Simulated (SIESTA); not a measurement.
Crystal: BaTiO3.

```
CELL_PARAMETERS angstrom
4.00600 0.00000 0.00000
0.00000 4.00600 0.00000
0.00000 0.00000 4.00600
ATOMIC_POSITIONS crystal
Ba 0.50000 0.50000 0.50000
Ti 0.00000 0.00000 0.00000
O 0.00000 0.00000 0.50000
O 0.00000 0.50000 0.00000
O 0.50000 0.00000 0.00000
```

Base run:

```yaml
Program: SIESTA 5.4.2
Functional: PBEsol
Potentials_or_basis: PseudoDojo 0.4 standard (PBEsol files)
Basis: DZP (energy shift 0.003 Ry; two zetas on semicore shells; d shell added on Ba)
Grid_cutoff: 800 Ry
Energy_shift: 0.003 Ry
k_mesh: 7 × 7 × 7
Occupations: fermi-dirac, width 0.05 eV
Spin: no spin polarisation
```

Its results: band gap on the k mesh 1.71 eV, indirect (least direct gap 1.77 eV); pressure -2.4 GPa.

The run is repeated on the same cell with these changes: functional from PBEsol to LDA; potentials or basis from PseudoDojo 0.4 standard (PBEsol files) to PseudoDojo 0.4 standard (LDA files). What comes out?

Band gap on the k mesh 1.68 eV, indirect (least direct gap 1.74 eV); pressure -7.1 GPa.

Caveats: this set's barium file shifts pressures by up to 1 GPa against other sets; spin-orbit coupling is left out, which moves the levels of the heavy elements; the basis of atomic orbitals isn't converged, which shifts pressures, moduli and gaps; an odd mesh through Γ misses points on the zone boundary, where band edges often lie (some runs).
